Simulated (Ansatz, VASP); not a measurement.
# Te2Mo: VASP beside Ansatz, part 2 of 2

One calculation is typed for both programs; each brings its own data sets. How far apart do they land? The cell is taken from a series of runs on this material, whose earlier steps may have relaxed, scaled, displaced or heated it; both programs get it as it stands.

VASP 6.6.1 and Ansatz 0.2.0.

So far: Set-up; Ansatz: single point, HSE06; VASP: single point, HSE06.

**3. VASP: single point, HSE06 (continued)**

Level of this step: HSE06, no spin polarisation; plane waves and PAW (Mo_sv, Te) (VASP).

Numbers of over 12 decimals in the logs are rounded to 6 here.

Parts of OUTCAR (step 3):

```text
ion  position               nearest neighbor table
   1  0.333  0.667  0.424-   4 2.69   4 2.69   4 2.69   3 2.69   3 2.69   3 2.69
   2  0.667  0.333  0.576-   5 2.69   5 2.69   5 2.69   6 2.69   6 2.69   6 2.69
   3  0.667  0.333  0.465-   1 2.69   1 2.69   1 2.69   6 3.63   6 3.63   6 3.63   4 3.63
   4  0.667  0.333  0.382-   1 2.69   1 2.69   1 2.69   3 3.63
   5  0.333  0.667  0.618-   2 2.69   2 2.69   2 2.69   6 3.63
   6  0.333  0.667  0.535-   2 2.69   2 2.69   2 2.69   3 3.63   3 3.63   3 3.63   5 3.63

  LATTYP: Found a hexagonal cell.
 ALAT       =     3.4387698212
 C/A-ratio  =    12.7371130600

 Subroutine GETGRP returns: Found 12 space group operations
 (whereof 12 operations were pure point group operations)

The static configuration has the point symmetry D_3d.

 Found      7 irreducible k-points:

   k-points           NKPTS =      7   k-points in BZ     NKDIM =     36   number of bands    NBANDS=     32

   dimension x,y,z NGX =    24 NGY =   24 NGZ =  288
   dimension x,y,z NGXF=    48 NGYF=   48 NGZF=  576

   ENCUT  =  400.0 eV  29.40 Ry    5.42 a.u.   5.61  5.61 71.43*2*pi/ulx,y,z

   NELECT =      52.0000    total number of electrons

 k-points in reciprocal lattice and weights: Automatic mesh
   0.00000000  0.00000000  0.00000000       0.028
   0.16666667  0.00000000  0.00000000       0.167
   0.33333333  0.00000000  0.00000000       0.167
   0.50000000  0.00000000  0.00000000       0.083
   0.16666667  0.16666667  0.00000000       0.167
   0.33333333  0.16666667  0.00000000       0.333
   0.33333333  0.33333333  0.00000000       0.056

  exchange ACFDT corr.  =         0.00000000  see jH, gK, PRB 81, 115126

 dipolmoment           0.000000      0.000000     -0.000000 electrons x Angstroem

 average (electrostatic) potential at core
       1 -76.6277       2 -76.6277       3 -90.9705       4 -90.9421       5 -90.9421
       6 -90.9705

 E-fermi :  -0.3829

 k-point     1 :       0.0000    0.0000    0.0000
  band No.  band energies     occupation
    ...
     22      -1.7737      2.00000
     23      -1.7737      2.00000
     24      -1.7342      2.00000
     25      -1.7342      2.00000
     26      -0.5626      2.00000
     27       3.0244      0.00000
     28       3.0244      0.00000
     29       3.2270      0.00000
     30       3.2270      0.00000
     31       3.4363      0.00000
    ...

 k-point     2 :       0.1667    0.0000    0.0000
  band No.  band energies     occupation
    ...
     22      -2.2609      2.00000
     23      -2.0738      2.00000
     24      -1.8140      2.00000
     25      -1.7665      2.00000
     26      -1.0948      2.00000
     27       1.7660      0.00000
     28       1.8943      0.00000
     29       2.0990      0.00000
     30       2.2499      0.00000
     31       2.4077      0.00000
    ...

 k-point     3 :       0.3333    0.0000    0.0000
  band No.  band energies     occupation
    ...
     22      -2.5585      2.00000
     23      -2.1945      2.00000
     24      -2.0099      2.00000
     25      -1.5653      2.00000
     26      -1.4072      2.00000
     27       1.0233      0.00000
     28       1.3759      0.00000
     29       1.4296      0.00000
     30       1.6742      0.00000
     31       2.3142      0.00000
    ...

  Total        3.2476988      3.2476988      1.0451698      0.0000000     -0.0000000     -0.0000000
  in kB       11.6004643     11.6004643      3.7332449      0.0000000     -0.0000000     -0.0000000
  external PRESSURE =       8.9780579 kB  Pullay stress =       0.0000000 kB

  energy-cutoff  :      400.00
  volume of cell :      448.55
      direct lattice vectors                 reciprocal lattice vectors
     3.438769821  0.000000000  0.000000000     0.290801668  0.167894421 -0.000000000
    -1.719384911  2.978062023  0.000000000     0.000000000  0.335788843  0.000000000
     0.000000000  0.000000000 43.800000000     0.000000000 -0.000000000  0.022831050

 POSITION                                       TOTAL-FORCE (eV/Angst)
 -----------------------------------------------------------------------------------
     -0.00000      1.98537     18.56390        -0.000000      0.000000     -0.092520
      1.71938      0.99269     25.23610         0.000000      0.000000      0.092520
      1.71938      0.99269     20.38259         0.000000      0.000000     -0.367421
      1.71938      0.99269     16.74913        -0.000000      0.000000      0.049734
     -0.00000      1.98537     27.05087        -0.000000      0.000000     -0.049734
     -0.00000      1.98537     23.41741        -0.000000     -0.000000      0.367421
 -----------------------------------------------------------------------------------
    total drift:                                0.000000     -0.000000     -0.000001

  FREE ENERGIE OF THE ION-ELECTRON SYSTEM (eV)
  ---------------------------------------------------
  free  energy   TOTEN  =       -43.4697339452 eV

  energy  without entropy=      -43.4697339452  energy(sigma->0) =      -43.46973395

 vacuum level on the upper side and lower side of the slab         4.281         4.281

 total charge
# of ion       s       p       d       tot
------------------------------------------
    1        2.258   6.167   3.987  12.411
    2        2.258   6.167   3.987  12.411
    3        1.352   2.126   0.076   3.554
    4        1.348   2.134   0.071   3.552
    5        1.348   2.134   0.071   3.552
    6        1.352   2.126   0.076   3.554
--------------------------------------------------
tot          9.916  20.853   8.268  39.036

[... 3 further parts left out ...]
```

This run has no spin polarisation, so a moment on Mo, if there is one, isn't seen.

**4. Side by side**

Known differences besides the potentials themselves: exact exchange at q = 0 is treated differently, which shows on coarse meshes; VASP keeps PBE cores, Ansatz makes them for the functional; fixed occupations in Ansatz, narrow Gaussian smearing in VASP; Ansatz cuts the interaction across the vacuum, VASP repeats the sheet with a dipole correction (LDIPOL); the data sets hold 92 valence electrons in Ansatz (on its default PAW (the set named soft_2) files) and 52 in VASP; the cutoff is 420 eV in Ansatz and 400 eV in VASP; VASP takes a coarser grid for exact exchange (PRECFOCK = Fast). Total energies have different zeros and are not compared.

The two programs side by side:

```csv
quantity,Ansatz,VASP,difference
gap on the k mesh (eV),1.172,1.169,+0.003
```

A gap on the mesh is an upper bound, since the band edges may lie between its points. Where the cell holds vacuum, a pressure given here is an average over it and none of the material.

**5. Outcome**

```yaml
difference_in_gap_on_the_k_mesh_single_point_hse06: 0.0032 eV
```

What this shows: The difference in gap on the k mesh is 0.0032 eV (single point, HSE06), within the 0.08 eV picked in this series as the mark of a large difference. The data sets hold unlike numbers of valence electrons (92 in Ansatz and 52 in VASP), so part of the differences may come from the potentials. Such differences can come from data sets, numerical settings and the points named under the comparisons, not from the functional's error against experiment.

[Lines on the potential files, build, host, timing and source positions are cut from VASP's logs without a mark.]

[Logs are printed without paths, hosts, clocks, repeated set-up lines and the standing remarks that a program may print on its own settings, such as how far it seeks lower states.]

[Hosts, paths, dates, database ids (printed as entryN), source tags and the programs' standing remarks are cut or masked in the printed files.]
